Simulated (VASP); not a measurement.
## SnSe: single point with LDA

Crystal: SnSe.

```
Sn Se
1.0
     0.00000    3.01000    3.01000
     3.01000    0.00000    3.01000
     3.01000    3.01000    0.00000
Sn Se
1 1
Cartesian
  0.0000 0.0707 0.0707
  3.0100 3.0100 3.0100
```

The cell isn't the ideal one: all Sn atoms moved -0.100 Å, as atom 1 towards its neighbour atom 1 (Sn) at 4.257 Å.

```json
{"Program": "VASP 6.6.1", "Task": "single point", "Functional": "LDA", "Potentials or basis": "VASP PAW LDA potentials, release 64 (Sn_d, Se)", "Cutoff": "520 eV", "k mesh": "8 × 8 × 8", "Occupations": "gaussian, width 0.05 eV", "Spin": "no spin polarisation", "Dipole correction": "no", "Further INCAR settings": "ALGO = Normal; EDIFF = 1e-07; NBANDS = 17"}
```

```yaml
Pressure: -3.1 GPa
Largest_force: 0.010 eV/Å
Band_gap_on_the_k_mesh: 0.61 eV, direct
```

Forces in eV/Å, atoms in the order of the input:
```
Sn   0.000  0.007  0.007
Se   0.000 -0.007 -0.007
```

Stress tensor (GPa, compression positive):
```
-3.23  0.00  0.00
 0.00 -3.10  0.08
 0.00  0.08 -3.10
```

Levels at points of the mesh, in eV from the valence-band top:
| k point | band 7 | band 8 | band 9 | band 10 | band 11 | band 12 | band 13 | band 14 |
| --- | --- | --- | --- | --- | --- | --- | --- | --- |
| (0.00, 0.00, 0.00) | -5.09 | -2.11 | -2.08 | -2.08 | 4.22 | 4.23 | 4.31 | 5.95 |
| (0.50, 0.00, 0.00) | -8.01 | -1.87 | -1.83 | -0.07 | 0.67 | 1.28 | 1.31 | 8.21 |
| (0.00, 0.50, 0.00) | -8.03 | -1.85 | -1.85 | 0.00 | 0.61 | 1.31 | 1.33 | 8.22 |
| (0.50, 0.50, 0.00) | -6.12 | -5.30 | -3.54 | -3.54 | 3.03 | 5.36 | 5.38 | 5.97 |
| (0.00, 0.50, 0.50) | -6.03 | -5.39 | -3.56 | -3.51 | 2.99 | 5.36 | 5.43 | 5.96 |

Run time: 58 s on 1 thread of Intel(R) Xeon(R) Platinum 8488C (Sapphire Rapids), on a shared host, peak memory 0.21 GiB.

Caveat: spin-orbit coupling is left out, which moves the levels of the heavy elements. A k mesh can miss the band edges.
